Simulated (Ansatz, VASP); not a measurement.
**WC in VASP and in Ansatz**

```
CELL_PARAMETERS angstrom
0.00000 2.19268 2.19268
2.19268 0.00000 2.19268
2.19268 2.19268 0.00000
ATOMIC_POSITIONS crystal
W 0.00000 0.00000 0.00000
C 0.50000 0.50000 0.50000
```

Measurements of this composition are mostly on another form, of space group No. 187.

Alike in both runs: functional LDA; k mesh 10 × 10 × 10; occupations fermi-dirac, width 0.05 eV; no spin polarisation; Hubbard terms W d U = 6.0 eV.

|  | VASP | Ansatz |
| --- | --- | --- |
| version | VASP 6.6.1 | Ansatz 0.2.0 |
| potentials or method | VASP PAW LDA potentials, release 64 (W_sv, C) | Ansatz PAW |
| plane-wave cutoff (eV) | 520 | 420 |
| valence electrons in the cell | 18 | 18 |
| task | single point | projected density of states |

Ansatz gave:

```
gap on the k mesh at the Fermi level (eV) : none
pressure (GPa)                            : -15.2
```

Problem. What did VASP give for the same quantities?

Solution. gap on the k mesh at the Fermi level (eV): none; pressure (GPa): -2.6.

The programs project onto different local orbitals, so the same U acts differently. A gap of «none» marks a metal or a gap that the smearing closes.

Caveats: U without spin polarisation on a metal has little footing; the U is typed as a test and isn't derived for this compound; the pressure holds a Pulay correction of +0.4 GPa for the finite cutoff (Ansatz); the PAW data sets come from PBE, with cores solved anew for the run's functional, which leaves a small shift of forces and pressure (Ansatz); the density of states is complete only up to the lowest level of the last band computed (Ansatz). Spin-orbit coupling is left out, which matters for the levels of W.
